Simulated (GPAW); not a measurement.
# W (Im-3m) in GPAW: single point with PBE

Aim: the single point of W with PBE.

Everything below comes from runs of GPAW 26.7.0. Logs are shortened: lines on timing, memory, paths and dates and some standing lists are left out, and cuts for length are marked. The log counts tension as positive stress, the text compression.

## Step 1: Starting point

Symmetry: Im-3m, No. 229, cubic system. The conventional cell has a = 3.165 Å, b = 3.165 Å, c = 3.165 Å, α = 90.00°, β = 90.00°, γ = 90.00°. W (site symmetry m-3m) is surrounded by 8 W at 2.74 Å.

## Step 2: Single point, PBE

run.py reads:

```python
from ase.dft.bandgap import bandgap
from ase.io import read, write
from ase.units import GPa
from gpaw import GPAW, PW

atoms = read('W.xyz')

calc = GPAW(mode=PW(600),
            xc='PBE',
            kpts={'size': (12, 12, 12), 'gamma': True},
            occupations={'name': 'methfessel-paxton', 'order': 0, 'width': 0.1},
            nbands=16,
            convergence={'density': 1e-05, 'energy': 1e-05},
            maxiter=150,
            txt='gpaw.txt')
atoms.calc = calc
energy = atoms.get_potential_energy()
forces = atoms.get_forces()
stress = atoms.get_stress()
calc.write('gs.gpw')
write('result.traj', atoms)
print(f'Energy: {energy:.6f} eV')
print('Forces (eV/A):')
print(forces.round(4))
print('Stress (GPa):', (stress / GPa).round(3))
print('Fermi level:', round(calc.get_fermi_level(), 4), 'eV')
print(f'Gap: {bandgap(calc)[0]:.4f} eV, direct: {bandgap(calc, direct=True)[0]:.4f} eV')
```

W.xyz reads:

```xyz
1
Lattice="-1.5823450000 1.5823450000 1.5823450000 1.5823450000 -1.5823450000 1.5823450000 1.5823450000 1.5823450000 -1.5823450000" Properties=species:S:1:pos:R:3 pbc="T T T"
W      0.0000000000      0.0000000000      0.0000000000
```

Potentials or basis: GPAW PAW data sets (gpaw-data 1.2.1), pw.

The run is started by

```console
> OMP_NUM_THREADS=1 python run.py
```

gpaw.txt:

```text
__  _  _
 | _ |_)|_||  |
 |__||  | ||/\| - 26.7.0

Input parameters:
  mode=PW(ecut=600.0),
  convergence={'density': 1e-05, 'energy': 1e-05},
  kpts=MonkhorstPack(size=(12, 12, 12), gamma=True),
  maxiter=150,
  nbands=16,
  occupations=Occupations(name='methfessel-paxton', order=0, width=0.1),
  xc=XC(name='PBE')

Diagonalizing LCAO Hamiltonian
Converting LCAO to pw mode

       W

Atoms  # Å, Bohr magnetons
|   | symbol |        x |        y |        z |    initial magnetic moments |
|---|--------|----------|----------|----------|-----------------------------|
| 0 |      W | 0.000000 | 0.000000 | 0.000000 | ( 0.0000,  0.0000,  0.0000) |

Unit cell  # Å
| periodic |         x |         y |         z |  lengths |     angles |
|----------|-----------|-----------|-----------|----------|------------|
|      yes | -1.582345 |  1.582345 |  1.582345 | 2.740702 | 109.471221 |
|      yes |  1.582345 | -1.582345 |  1.582345 | 2.740702 | 109.471221 |
|      yes |  1.582345 |  1.582345 | -1.582345 | 2.740702 | 109.471221 |

Number of symmetries: 48
Symmetry operations  # r_c * U_cc + t_c -> r_c
|    | kind |            matrix            |
|----|------|------------------------------|
|  0 |  σ   |  1, 1, 1,  0, 0,-1,  0,-1, 0 |
|  1 |  C4  |  1, 1, 1,  0, 0,-1, -1, 0, 0 |
|  2 |  C2  |  1, 1, 1,  0,-1, 0,  0, 0,-1 |
|  3 |  S6  |  1, 1, 1,  0,-1, 0, -1, 0, 0 |
|  4 |  S6  |  1, 1, 1, -1, 0, 0,  0, 0,-1 |
|  5 |  C4  |  1, 1, 1, -1, 0, 0,  0,-1, 0 |
|  6 |  E   |  1, 0, 0,  0, 1, 0,  0, 0, 1 |
|  7 |  σ   |  1, 0, 0,  0, 1, 0, -1,-1,-1 |
|  8 |  σ   |  1, 0, 0,  0, 0, 1,  0, 1, 0 |
|  9 |  C3  |  1, 0, 0,  0, 0, 1, -1,-1,-1 |
| 10 |  C3  |  1, 0, 0, -1,-1,-1,  0, 1, 0 |
| 11 |  σ   |  1, 0, 0, -1,-1,-1,  0, 0, 1 |
| 12 |  σ   |  0, 1, 0,  1, 0, 0,  0, 0, 1 |
| 13 |  C2  |  0, 1, 0,  1, 0, 0, -1,-1,-1 |
| 14 |  C3  |  0, 1, 0,  0, 0, 1,  1, 0, 0 |
| 15 |  S4  |  0, 1, 0,  0, 0, 1, -1,-1,-1 |
| 16 |  S4  |  0, 1, 0, -1,-1,-1,  1, 0, 0 |
| 17 |  C3  |  0, 1, 0, -1,-1,-1,  0, 0, 1 |
| 18 |  C3  |  0, 0, 1,  1, 0, 0,  0, 1, 0 |
| 19 |  S4  |  0, 0, 1,  1, 0, 0, -1,-1,-1 |
| 20 |  σ   |  0, 0, 1,  0, 1, 0,  1, 0, 0 |
| 21 |  C3  |  0, 0, 1,  0, 1, 0, -1,-1,-1 |
| 22 |  C2  |  0, 0, 1, -1,-1,-1,  1, 0, 0 |
| 23 |  S4  |  0, 0, 1, -1,-1,-1,  0, 1, 0 |
| 24 |  C4  |  0, 0,-1,  1, 1, 1,  0,-1, 0 |
| 25 |  σ   |  0, 0,-1,  1, 1, 1, -1, 0, 0 |
| 26 |  S6  |  0, 0,-1,  0,-1, 0,  1, 1, 1 |
| 27 |  C2  |  0, 0,-1,  0,-1, 0, -1, 0, 0 |
| 28 |  C4  |  0, 0,-1, -1, 0, 0,  1, 1, 1 |
| 29 |  S6  |  0, 0,-1, -1, 0, 0,  0,-1, 0 |
| 30 |  S6  |  0,-1, 0,  1, 1, 1,  0, 0,-1 |
| 31 |  C4  |  0,-1, 0,  1, 1, 1, -1, 0, 0 |
| 32 |  C4  |  0,-1, 0,  0, 0,-1,  1, 1, 1 |
| 33 |  S6  |  0,-1, 0,  0, 0,-1, -1, 0, 0 |
| 34 |  σ   |  0,-1, 0, -1, 0, 0,  1, 1, 1 |
| 35 |  C2  |  0,-1, 0, -1, 0, 0,  0, 0,-1 |
| 36 |  C2  | -1, 0, 0,  1, 1, 1,  0, 0,-1 |
| 37 |  S6  | -1, 0, 0,  1, 1, 1,  0,-1, 0 |
| 38 |  S6  | -1, 0, 0,  0, 0,-1,  1, 1, 1 |
| 39 |  C2  | -1, 0, 0,  0, 0,-1,  0,-1, 0 |
| 40 |  C2  | -1, 0, 0,  0,-1, 0,  1, 1, 1 |
| 41 |  i   | -1, 0, 0,  0,-1, 0,  0, 0,-1 |
| 42 |  S4  | -1,-1,-1,  1, 0, 0,  0, 1, 0 |
| 43 |  C3  | -1,-1,-1,  1, 0, 0,  0, 0, 1 |
| 44 |  C3  | -1,-1,-1,  0, 1, 0,  1, 0, 0 |
| 45 |  σ   | -1,-1,-1,  0, 1, 0,  0, 0, 1 |
| 46 |  S4  | -1,-1,-1,  0, 0, 1,  1, 0, 0 |
| 47 |  C2  | -1,-1,-1,  0, 0, 1,  0, 1, 0 |

BZ-sampling:
  Number of BZ points: 1728
  Number of IBZ points: 72

  Monkhorst-Pack size: [12, 12, 12]
  Monkhorst-Pack shift: [0.041666666666666664, 0.041666666666666664, 0.041666666666666664]

K-points  # in reciprocal-cell coordinates
|     |                                coordinates |     weight |
|-----|--------------------------------------------|------------|
|   0 | ( -0.00000000,  -0.00000000,  -0.00000000) | 0.00057870 |
|   1 | (  0.08333333,  -0.00000000,  -0.00000000) | 0.00694444 |
|   2 | (  0.08333333,   0.08333333,  -0.08333333) | 0.00347222 |
|   3 | (  0.16666667,  -0.00000000,  -0.08333333) | 0.01388889 |
|   4 | (  0.16666667,  -0.00000000,  -0.00000000) | 0.00694444 |
|   5 | (  0.16666667,   0.08333333,  -0.08333333) | 0.01388889 |
|   6 | (  0.16666667,   0.16666667,  -0.16666667) | 0.00347222 |
|   7 | (  0.25000000,  -0.08333333,  -0.08333333) | 0.00462963 |
|   8 | (  0.25000000,  -0.00000000,  -0.08333333) | 0.02777778 |
|   9 | (  0.25000000,  -0.00000000,  -0.00000000) | 0.00694444 |
| ... |                                            |            |
|  71 | (  0.50000000,   0.50000000,   0.50000000) | 0.00057870 |

Plane wave coefficients: 543
Cutoff: 600.0 eV

Spin-components: 1 (collinear spins)
Bands:           16
Projectors:      6
Spin-degeneracy: 2
Datatype:        complex128

Parallelization:
  kpt:    1
  domain: 1
  band:   1

Density:
  Valence electrons: 14.0
  Components: 1
  Grid points: [16 16 16]
  Charge: 0.0  # |e|

Potential:
  Grid points: [16 16 16]

species:
  W:
    name:    Tungsten
    Z:       74.0
    valence: 14
    core:    60
    charge:  0.0  # [|e|]
    compensation charges:
      type: gauss
      rc: 0.40  # [Å]
      lmax: 2
    cutoffs:
      filter: 2.36  # [Å]
      core: 3.02  # [Å]
    projectors
    | kind |    occ | energy [eV] | rcut [Å] |
    |------|--------|-------------|----------|
    |   5s |  2.000 |     -78.830 |    1.344 |
    |   6s |  2.000 |      -5.697 |    1.344 |
    |   5p |  6.000 |     -43.233 |    1.355 |
    |   6p |  0.000 |      -1.367 |    1.355 |
    |   5d |  4.000 |      -4.494 |    1.228 |
    |    d |        |      22.717 |    1.228 |

    Using partial waves for W as LCAO basis

Reference energy: -438771.671655  # eV

eigensolver:
  PPCG
  Converge bands: occupied
  niter=2

density mixing:
  MSR1-Mixer
  Pratt-step length: 0.05
  Maximum mixing coefficient: 0.75
  Old densities: 10
  SVD Regularization: 0.005
  Good broyden scale: 1.0
  Trust region scale: 1.0
  Backstep threshold: 4.0
  History deletion threshold: 6.0
  Fourier metric: weight=20.0, sigma=0.015

occupation numbers:
  Methfessel-Paxton:
    width: 0.1000  # eV
    order: 0

poisson solver:
  ecut: 4800.0  # eV

xc functional:
  name: PBE with 2 nearest neighbor stencil

convergence criteria:
- Maximum integral of absolute [dens]ity change: 1e-05 electrons / valence electron
- Maximum [total energy] change in last 3 cyles: 1e-05 eV / valence electron
- Maximum integral of absolute [eigenst]ate change: 4e-08 eV^2 / valence electron
maximum number of iterations: 150

SCF iterations
|iter     | |      energy | eigst |  dens |
|---------|-|-------------|-------|-------|
|iter:   1| |  -11.804722 | -0.16 |       |
|iter:   2| |  -11.766211 | -3.31 | -1.22 |
|iter:   3| |  -11.573403 | -2.19 | -1.25 |
|iter:   4| |  -11.576204 | -3.72 | -1.94 |
|iter:   5| |  -11.577228 | -4.75 | -2.33 |
|iter:   6| |  -11.577224 | -6.66 | -3.74 |
|iter:   7| |  -11.577225c| -8.27c| -4.22 |
|iter:   8| |  -11.577225c| -8.27c| -5.03c|

Converged in 8 steps
Energy contributions relative to reference atoms: (reference = -438771.671655)

Energy contributions:
  Kinetic:           7.936656
  Coulomb:          -9.521909
  Zero:             -0.005522
  External:          0.000000
  Xc:               -9.984828
  Entropy:          -0.003245
  Spinorbit:         0.000000
  ----------------------------
  Free energy:     -11.578847
  Extrapolated:    -11.577225

dipole moment: (-5.904348, -5.904348, -5.904348)  # |e|*Ang

Fermi level: 14.536
Eigenvalues  # (at kpt = [-0.000, -0.000, -0.000])
| band index |      eig [eV] | occ [0-2] |
|------------|---------------|-----------|
|          0 |       -59.347 |     2.000 |
|          1 |       -23.176 |     2.000 |
|          2 |       -23.176 |     2.000 |
|          3 |       -23.176 |     2.000 |
|          4 |         5.046 |     2.000 |
|          5 |        13.402 |     2.000 |
[... 8 lines left out ...]
|         14 |        41.422 |     0.000 |
|         15 |        44.587 |     0.000 |

No gap
No difference between direct/indirect transitions

Forces  # eV/Ang
|       x |       y |        z |
|---------|---------|----------|
| 0.00000 | 0.00000 | -0.00000 |  # W    0

Stress tensor  # eV/Ang^3
|         x |         y |         z |
|-----------|-----------|-----------|
| -0.034980 | -0.000000 |  0.000000 |
| -0.000000 | -0.034980 |  0.000000 |
|  0.000000 |  0.000000 | -0.034980 |

# Writing to gs.gpw (mode='')
```

Run time: 7.9 s. Hardware: 1 thread of Arm Neoverse V2, shared host; peak memory 0.14 GiB.

Results:

```yaml
Free_energy: -11.5788 eV
Pressure: 5.6 GPa
Band_gap_on_the_k_mesh: none (metal or under the smearing width)
```

Spin-orbit coupling is left out, which matters for the levels of W.
